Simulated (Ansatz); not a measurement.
SnSe:

```
CELL_PARAMETERS angstrom
0.00000 3.39084 3.39084
3.39084 0.00000 3.39084
3.39084 3.39084 0.00000
ATOMIC_POSITIONS crystal
Sn 0.00000 0.00000 0.00000
Se 0.75000 0.75000 0.75000
```

The cell was built by a generator and needn't be a form met in nature.

Base run:

* Program: Ansatz 0.2.0
* Functional: HSE03
* Potentials or basis: Ansatz PAW
* Cutoff: 420 eV
* Density cutoff: 1680 eV
* k mesh: 4 × 4 × 4
* Occupations: fermi-dirac, width 0.05 eV
* Spin: no spin polarisation

Its results: band gap on the k mesh 0.28 eV, indirect (least direct gap 0.96 eV).

Question: The run is repeated on the same cell with these changes: functional from HSE03 to PBE0. What comes out?

Answer: Band gap on the k mesh 0.99 eV, indirect (least direct gap 1.72 eV).

Caveats: spin-orbit coupling is left out, which moves the levels of the heavy elements.

Not every run made on this cell is shown here.
